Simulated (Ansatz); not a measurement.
Results of PBE-D3(BJ) (PAW; Ansatz, a program for electronic structure) for wurtzite BeO.

Run with plane-wave cutoff 520 eV, 18×18×8 k mesh (along the axes of the cell as run), Fermi–Dirac smearing 0.01 eV, scalar-relativistic PAW data made under PBE.

Shape and atoms are relaxed at each volume.

Pressure at four volumes; x = ln(V/6.848 Å³). One pressure is withheld.

```csv
V (Å³/atom),x,P (GPa)
6.574,-0.0408,9.62
6.848,0.0000,0.02
6.985,0.0198,-4.14
7.122,0.0392,?
```

**Question.** Pass a parabola P(x) through the three rows shown, estimate the bulk modulus and its pressure derivative near zero pressure, and predict the withheld pressure.

**Answer.** Slopes between the rows: (0.02 − (9.62))/(0.0000 − (-0.0408)) = -235.29 and (-4.14 − (0.02))/(0.0198 − (0.0000)) = -210.10 GPa. Their difference over the span 0.0606 is c = 25.19/0.0606 = 415.7 GPa, so P(x) = 9.62 + (-235.29)(x − (-0.0408)) + 415.7 (x − (-0.0408))(x − (0.0000)). At the middle row B = −dP/dx = −[-235.29 + 415.7 × 0.0408] = 218.3 GPa, and B′ = dB/dP = 2c/B = 3.8. At x = 0.0392 the parabola gives -7.90 GPa; the run gives -7.93 GPa. The Birch–Murnaghan fit to the energies at all volumes has B0 = 218 GPa and B′ = 3.7.

Measured, for comparison: bulk modulus 212 GPa (room temperature, not corrected to a static lattice, K' fixed at 4, our sources range from 212 to 224; as tabulated in High-pressure and high-temperature crystal chemistry of beryllium oxide (Scilit …). Computed (rounded) less measured: bulk modulus +3 % (inside the range of the sources held).

Note: the bulk modulus comes from volumes at which shape and atoms were relaxed.
